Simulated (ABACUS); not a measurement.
## CoO: equation of state with PBE

The system is CoO.

```
Co O
1.0
     3.19765    0.00000    0.00000
    -1.59882    2.76924    0.00000
     0.00000    0.00000    5.22871
Co O
2 2
Direct
  0.33333 0.66667 0.50336
  0.00000 0.00000 0.00347
  0.33333 0.66667 0.87156
  0.00000 0.00000 0.37161
```

Measurements of this composition are mostly on another form, of space group No. 225.

```yaml
Program: ABACUS 3.10.1
Task: equation of state
Functional: PBE
Potentials_or_basis: PseudoDojo NC SR 0.4.1 PBE standard
Cutoff: 1361 eV
Density_cutoff: 5442 eV
Basis: TZDP LCAO (the cutoffs set its grid)
k_mesh: 10 × 10 × 5
Occupations: fermi-dirac, width 0.05 eV
Spin: collinear spin, ferromagnetic start
Starting_moments: "[2.0, 2.0, 0.0, 0.0] μB"
Orbital_files: Co Co_confined-atom_7au_4s3p3d1f.orb, O O_confined-atom_6au_3s3p2d1f.orb
Radial_cutoff_of_the_potentials_pseudo_rcut: 10 bohr
SCF_threshold_on_the_density: 1e-07
Max_SCF_steps: 100
Eigensolver: genelpa
Mixing: broyden
Mixing_share: 0.4
Symmetry_key: 1
```

The equilibrium volume is 11.70 Å³/atom (rough: see the caveat). The bulk modulus at fixed shape and positions is 129 GPa (rough).

Energy against volume, from the lowest point:
| volume (Å³/atom) | energy (meV/atom) |
| --- | --- |
| 10.881 | 24.85 |
| 11.112 | 12.40 |
| 11.344 | 4.24 |
| 11.575 | 0.19 |
| 11.807 | 0.00 |
| 12.038 | 3.36 |
| 12.270 | 10.07 |

All runs of the series together: 6.8 min on 4 threads of AMD EPYC 7B13 (Zen 3) (shared host).

Caveat: the atomic orbitals were generated for these runs and aren't a published set; the fit is doubtful: noisy points or a state that changes with volume; the cell was scaled at fixed shape and fractional positions, which overstates the stiffness of a crystal with free parameters, most of all of layers and chains; the basis of atomic orbitals isn't converged, which shifts pressures, moduli and gaps.
